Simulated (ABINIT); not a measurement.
ABINIT run on NaBr (Fm-3m, 2 atoms in the cell): self-consistent single point

Computed with PBE, PAW (JTH v2.0 PBE PAW) (plane waves; ABINIT).

Input:

```
# NaBr, JTH v2.0 PBE PAW
pp_dirpath "./"
pseudos "Na.GGA_PBE-JTH.xml, Br.GGA_PBE-JTH.xml"
acell 7.9225613796 7.9225613796 7.9225613796
rprim
        -0.0000000000    0.7071067812    0.7071067812
         0.7071067812   -0.0000000000    0.7071067812
         0.7071067812    0.7071067812   -0.0000000000
natom 2
ntypat 2
znucl 11 35
typat 1 2
xred
         0.0000000000    0.0000000000    0.0000000000
         0.5000000000    0.5000000000    0.5000000000
ecut 816 eV
pawecutdg 1633 eV
pawxcdev 0
occopt 3
tsmear 0.01 eV
nband 13
kptopt 1
ngkpt 5 5 5
nshiftk 1
shiftk 0 0 0
nstep 50
tolvrs 1.0e-11
prtwf 0
prtden 0
prtvol 1
```

The program printed (abridged):

```
 Symmetries : space group Fm -3 m (#225); Bravais cF (face-center cubic)

 -outvars: echo values of preprocessed input variables --------
            acell      7.9225613796E+00  7.9225613796E+00  7.9225613796E+00 Bohr
             ecut      2.99874495E+01 Hartree
              ixc     -101130
         kptrlatt        5    0    0      0    5    0      0    0    5
          kptrlen      3.96128069E+01
            natom           2
            nband          13
            ngfft          40      40      40
          ngfftdg          60      60      60
             nkpt          10
            nstep          50
             nsym          48
           ntypat           2
           occopt           3
        pawecutdg      6.00116484E+01 Hartree
         pawxcdev           0
            rprim     -0.0000000000E+00  7.0710678120E-01  7.0710678120E-01
                       7.0710678120E-01 -0.0000000000E+00  7.0710678120E-01
                       7.0710678120E-01  7.0710678120E-01 -0.0000000000E+00
          spgroup         225
           tolvrs      1.00000000E-11
           tsmear      3.67493254E-04 Hartree
            typat      1  2
           useylm           1
             xred      0.0000000000E+00  0.0000000000E+00  0.0000000000E+00
                       5.0000000000E-01  5.0000000000E-01  5.0000000000E-01
            znucl       11.00000   35.00000

== DATASET  1 ==================================================================

 Real(R)+Recip(G) space primitive vectors, cartesian coordinates (Bohr,Bohr^-1):
 R(1)=  0.0000000  5.6020969  5.6020969  G(1)= -0.0892523  0.0892523  0.0892523
 R(2)=  5.6020969  0.0000000  5.6020969  G(2)=  0.0892523 -0.0892523  0.0892523
 R(3)=  5.6020969  5.6020969  0.0000000  G(3)=  0.0892523  0.0892523 -0.0892523
 Unit cell volume ucvol=  3.5162670E+02 bohr^3
 Angles (23,13,12)=  6.00000000E+01  6.00000000E+01  6.00000000E+01 degrees

 Coarse grid specifications (used for wave-functions):

 getcut: wavevector=  0.0000  0.0000  0.0000  ngfft=  40  40  40
         ecut(hartree)=     29.987   => boxcut(ratio)=   2.04814

 Fine grid specifications (used for densities):

 getcut: wavevector=  0.0000  0.0000  0.0000  ngfft=  60  60  60
         ecut(hartree)=     60.012   => boxcut(ratio)=   2.17171

   7.69213242E+02                                ecore*ucvol(ha*bohr**3)

_setup2: Arith. and geom. avg. npw (full set) are    2756.072    2756.065

--- !BeginCycle
solver: {iscf: 17, nstep: 50, nline: 4, wfoptalg: 10, }
tolerances: {tolvrs: 1.00E-11, }
...

     iter   Etot(hartree)      deltaE(h)  residm     nres2
 ETOT  1  -61.597507819332    -6.160E+01 6.964E-01 3.491E+00
 ETOT  2  -61.829103975461    -2.316E-01 3.787E-03 1.747E+00
 ETOT  3  -61.827757199318     1.347E-03 2.942E-04 4.114E-01
 ETOT  4  -61.827600534698     1.567E-04 1.167E-04 2.693E-02
 ETOT  5  -61.827676096491    -7.556E-05 2.525E-05 2.056E-03
 ETOT  6  -61.827682269116    -6.173E-06 1.084E-05 1.503E-04
 ETOT  7  -61.827682335311    -6.620E-08 3.191E-06 5.343E-06
 ETOT  8  -61.827682345048    -9.737E-09 1.361E-06 1.296E-06
 ETOT  9  -61.827682344602     4.463E-10 4.070E-07 2.949E-09
 ETOT 10  -61.827682344603    -7.887E-13 1.759E-07 7.574E-10
 ETOT 11  -61.827682344600     2.672E-12 5.260E-08 3.916E-11
 ETOT 12  -61.827682344599     5.471E-13 2.263E-08 3.984E-12

 At SCF step   12       nres2   =  3.98E-12 < tolvrs=  1.00E-11 =>converged.

 Cartesian components of stress tensor (hartree/bohr^3)
  sigma(1 1)= -3.64635505E-05  sigma(3 2)=  0.00000000E+00
  sigma(2 2)= -3.64635505E-05  sigma(3 1)=  0.00000000E+00
  sigma(3 3)= -3.64635505E-05  sigma(2 1)=  0.00000000E+00

 ----iterations are completed or convergence reached----

 reduced coordinates (array xred) for    2 atoms
       0.000000000000      0.000000000000      0.000000000000
       0.500000000000      0.500000000000      0.500000000000
 cartesian forces (eV/Angstrom) at end:
    1     -0.00000000000000    -0.00000000000000    -0.00000000000000
    2     -0.00000000000000    -0.00000000000000    -0.00000000000000
 frms,max,avg= 0.0000000E+00 0.0000000E+00   0.000E+00  0.000E+00  0.000E+00 e/A
 length scales=  7.922561379600  7.922561379600  7.922561379600 bohr
              =  4.192438915740  4.192438915740  4.192438915740 angstroms
 Fermi (or HOMO) energy (hartree) =  -0.01577   Average Vxc (hartree)=  -0.29695
 Eigenvalues (hartree) for nkpt=  10  k points:
 kpt#   1, nband= 13, wtk=  0.00800, kpt=  0.0000  0.0000  0.0000 (reduced coord)
  -1.90120   -0.86901   -0.86901   -0.86901   -0.54932   -0.07713   -0.07713   -0.07713
   0.07770    0.28732    0.28732    0.28732    0.36972
      occupation numbers for kpt#   1
   2.00000    2.00000    2.00000    2.00000    2.00000    2.00000    2.00000    2.00000
   0.00000    0.00000    0.00000    0.00000    0.00000
 prteigrs : prtvol=0 or 1, do not print more k-points.

--- !EnergyTerms
comment             : Components of total free energy in Hartree
kinetic             :  1.38936659081575E+01
hartree             :  1.95133926116575E+01
xc                  : -8.88776332368449E+00
Ewald energy        : -3.27260679955747E+01
psp_core            :  2.18758487494207E+00
local_psp           : -4.37957696611679E+01
spherical_terms     : -1.20127244106554E+01
internal            : -6.18276819963254E+01
'-kT*entropy'       :  2.50878584706553E-16
total_energy        : -6.18276819963254E+01
total_energy_eV     : -1.68241678797602E+03
...

-Cartesian components of stress tensor (GPa)         [Pressure=  1.0728E+00 GPa]
- sigma(1 1)= -1.07279451E+00  sigma(3 2)=  0.00000000E+00
- sigma(2 2)= -1.07279451E+00  sigma(3 1)=  0.00000000E+00
- sigma(3 3)= -1.07279451E+00  sigma(2 1)=  0.00000000E+00

 Calculation completed.
```

The run converged in 12 iterations.

The starting cell comes from a database of computed structures (which also holds hypothetical and non-ambient phases and stackings), without a prior relaxation at this level. Its lattice was rescaled by a random factor within 2.5 % of one.
